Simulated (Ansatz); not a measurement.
# From formation energies to a reaction energy: Hf5O3

Computed with DFT PBE, scalar-relativistic, plane waves, PAW in Ansatz. All cells share a 420 eV cutoff and Γ-centred k meshes spaced about 0.3 Å⁻¹ or finer (0.25 for metals, 2π included). No spin polarisation.

The zero of energy is the elements' standard structures at the same level (O₂ as a molecule); no fitted shifts are applied.

Temperature and zero-point effects are left out. These runs have no spin–orbit coupling, which can matter for Hf.

A trial structure of Hf5O3 (reached from: a cell proposed by chemical analogy; relaxed: space group C2/m (No. 12), a = 9.832 Å, b = 4.520 Å, c = 7.079 Å, β = 131.4°) has a formation energy of -1.737 eV/atom. At its composition the lowest mixture among the elements and 1 reference phase computed alike (others may be missing) consists of these:

```json
{"phase": "Hf (solid)", "source": "element", "ΔE_f (eV/atom)": "-0.001"}
{"phase": "HfO2 (P2_1/c)", "source": "Materials Project", "ΔE_f (eV/atom)": "-3.461"}
```

The lowest database cell of Hf (-0.001) lies slightly below the reference, hence the non-zero entry.

Question: Write the balanced decomposition and find its energy per atom, per formula unit and per mole of formula units.

Answer: Balancing Hf and O gives 2 Hf5O3 → 7 Hf + 3 HfO2. The left side holds 16 atoms, and the products take 7/16 (Hf) and 9/16 (HfO2) of them. The mixture therefore lies at 7/16 × (-0.001) + 9/16 × (-3.461) = -1.947 eV/atom. The reaction energy is -1.947 − (-1.737) = -0.210 eV/atom. Times 8 atoms that is -1.680 eV per Hf5O3, and times 96.485 it is -162 kJ per mole of Hf5O3. Decomposition is downhill, so the trial structure is unstable against this mixture.
